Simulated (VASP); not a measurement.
## MgH: relaxation of cell and atoms with PBE

Crystal: MgH.

```
Mg H
1.0
     2.97423    0.00000    0.00000
     0.00000    2.97423    0.00000
     0.00000    0.00000    5.39594
Mg H
2 2
Direct
  0.00000 0.50000 0.85158
  0.50000 0.00000 0.14842
  0.00000 0.50000 0.37143
  0.50000 0.00000 0.62857
```

The cell was built by a generator and needn't be a form met in nature.

The cell isn't the ideal one: species swapped into the HfAu type (P4/nmm, No. 129).

```json
{
  "Program": "VASP 6.6.1",
  "Task": "relaxation of cell and atoms",
  "Functional": "PBE",
  "Potentials or basis": "VASP PAW PBE potentials, release 64 (Mg, H)",
  "Cutoff": "600 eV",
  "k mesh": "6 × 6 × 4",
  "Occupations": "gaussian, width 0.1 eV",
  "Spin": "no spin polarisation",
  "Dipole correction": "no",
  "Further INCAR settings": "ALGO = Fast; EDIFF = 1e-06; IBRION = 2; EDIFFG = -0.04; NSW = 90; ISIF = 3"
}
```

```yaml
Relaxed_volume: 11.99 Å³/atom
Relaxed_cell: a = 2.988 Å, b = 2.988 Å, c = 5.370 Å, α = 90.00°, β = 90.00°, γ = 90.00°
Space_group_after_relaxing_to_0.05_Å: P4/nmm (No. 129)
Energy_gained_by_relaxing: 478.2 meV/atom
Ionic_steps: 13
Pressure_after_relaxing: 0.1 GPa
Largest_force_after_relaxing: 0.029 eV/Å
Band_gap_on_the_k_mesh: none (metal or under the smearing width)
```

Forces on the atoms (eV/Å):
```
Mg   0.000  0.000 -0.020
Mg   0.000  0.000  0.020
H    0.000  0.000  0.029
H    0.000  0.000 -0.029
```

Stress tensor (GPa, compression positive):
```
0.00 0.00 0.00
0.00 0.00 0.00
0.00 0.00 0.21
```

Step by step:
| step | energy change (eV) | largest force (eV/Å) | pressure (GPa) | volume (Å³) |
| --- | --- | --- | --- | --- |
| 1 | 0.0000 | 3.9285 | 7.38 | 47.73 |
| 2 | -1.1862 | 2.0424 | -1.91 | 51.63 |
| 3 | -1.5905 | 0.9094 | -5.77 | 55.43 |
| 4 | -1.6300 | 0.6564 | -6.34 | 56.72 |
| 5 | -1.6383 | 0.5270 | -6.53 | 57.50 |
| 6 | -1.8555 | 0.1872 | -3.36 | 52.19 |
| 7 | -1.8945 | 0.1549 | -0.86 | 49.43 |
| 8 | -1.8947 | 0.1775 | -0.66 | 49.24 |
| 9 | -1.9029 | 0.1219 | -0.45 | 48.83 |
| 10 | -1.9116 | 0.0524 | 0.25 | 47.70 |
| 11 | -1.9117 | 0.0579 | 0.14 | 47.85 |
| 12 | -1.9117 | 0.0557 | 0.16 | 47.82 |
| 13 | -1.9127 | 0.0287 | 0.07 | 47.94 |

Final structure:
```
Mg H
1.0
     2.98793    0.00000    0.00000
     0.00000    2.98793    0.00000
     0.00000    0.00000    5.36993
Mg H
2 2
Direct
  0.00000 0.50000 0.75799
  0.50000 0.00000 0.24201
  0.00000 0.50000 0.37532
  0.50000 0.00000 0.62468
```

Levels at points of the mesh, in eV from the Fermi level:
```
           k point  band 1  band 2  band 3  band 4  band 5  band 6  band 7
(0.00, 0.00, 0.00)   -9.46   -4.74   -3.33    4.66    7.30    8.04    8.04
(0.50, 0.00, 0.00)   -5.87   -5.87    0.02    0.02    1.45    1.45    9.84
(0.50, 0.50, 0.00)   -3.74   -3.74    0.06    0.06    4.62    4.68    4.68
(0.00, 0.00, 0.50)   -9.00   -6.80   -0.19    3.42    7.19    8.48    9.67
(0.50, 0.00, 0.50)   -5.64   -5.64   -1.79   -1.79    5.28    5.28    7.36
(0.50, 0.50, 0.50)   -3.66   -3.66    1.00    1.00    1.50    1.50    3.31
```

Wall time 97 s on 1 thread of Intel(R) Xeon(R) Platinum 8259CL CPU @ 2.50GHz (Skylake/Cascade Lake), on a shared host, peak memory 0.18 GiB.
